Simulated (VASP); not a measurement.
**AlO under changes of volume**

One of the cells (10.830 Å³/atom); the others are scaled copies at fixed shape and fractional positions:

```
Al O
1.0
     2.78753    0.00000    0.00000
     0.00000    2.78753    0.00000
     0.00000    0.00000    2.78753
Al O
1 1
Direct
  0.50000 0.50000 0.50000
  0.00000 0.00000 0.00000
```

The cell was built by a generator and needn't be a form met in nature.

* Program: VASP 6.6.1
* Functional: PBE
* Potentials or basis: VASP PAW PBE potentials, release 64 (Al, O)
* Cutoff: 520 eV
* k mesh: 10 × 10 × 10
* Occupations: fermi-dirac, width 0.05 eV
* Spin: no spin polarisation

| volume (Å³/atom) | energy over the lowest point (meV/atom) | pressure (GPa) |
| --- | --- | --- |
| 9.981 | 15.30 | 8.9 |
| 10.193 | 5.58 | 5.6 |
| 10.405 | ? | ? |
| 10.830 | 0.00 | -2.6 |
| 11.042 | 4.90 | -4.9 |
| 11.255 | 12.66 | -7.0 |

What does the run at 10.405 Å³/atom give?

Energy over the lowest point 0.02 meV/atom; pressure 2.6 GPa.

Worked out: A Birch-Murnaghan fit of order 3 (a polynomial in V^(-2/3)) to the other rows has its minimum at 10.61 Å³/atom with B0 = V·E''(V) = 131 GPa and B' = 3.7. It gives 0.03 meV/atom at 10.405 Å³/atom, against the run's 0.02, and -dE/dV = 2.7 GPa, against 2.6.

Energies are extrapolated to zero smearing.

Caveats: an odd number of electrons without spin polarisation forces a metal; a magnetic or distorted state may lie lower.
